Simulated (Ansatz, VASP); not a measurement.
## One calculation of SiC, two programs

```xyz
2
Lattice="0.0000 2.1999 2.1999 2.1999 0.0000 2.1999 2.1999 2.1999 0.0000" Properties=species:S:1:pos:R:3 pbc="T T T"
Si    0.0000    0.0000    0.0000
C     3.2999    3.2999    3.2999
```

Alike in both runs: task single point; functional PBEsol; k mesh 12 × 12 × 12; occupations gaussian, width 0.05 eV; no spin polarisation.

```csv
,VASP,Ansatz
version,VASP 6.6.1,Ansatz 0.2.0
potentials or method,"VASP PAW PBE potentials, release 64 (Si, C)","scalar-relativistic, plane waves, PAW"
plane-wave cutoff (eV),520,520
valence electrons in the cell,8,8
```

Ansatz gave:

- gap on the k mesh at the Fermi level (eV): 1.27
- least direct gap on the mesh (eV): 4.43
- pressure (GPa): -6.2

**Question.** Estimate VASP's values.

**Answer.** gap on the k mesh at the Fermi level (eV): 1.26; least direct gap on the mesh (eV): 4.41; pressure (GPa): -5.8.

Ansatz warned: «pseudo_functional_mismatch».

Caveats: the PAW data sets were made with another functional, which shifts forces and pressure a little (VASP). A k mesh can miss the band edges.
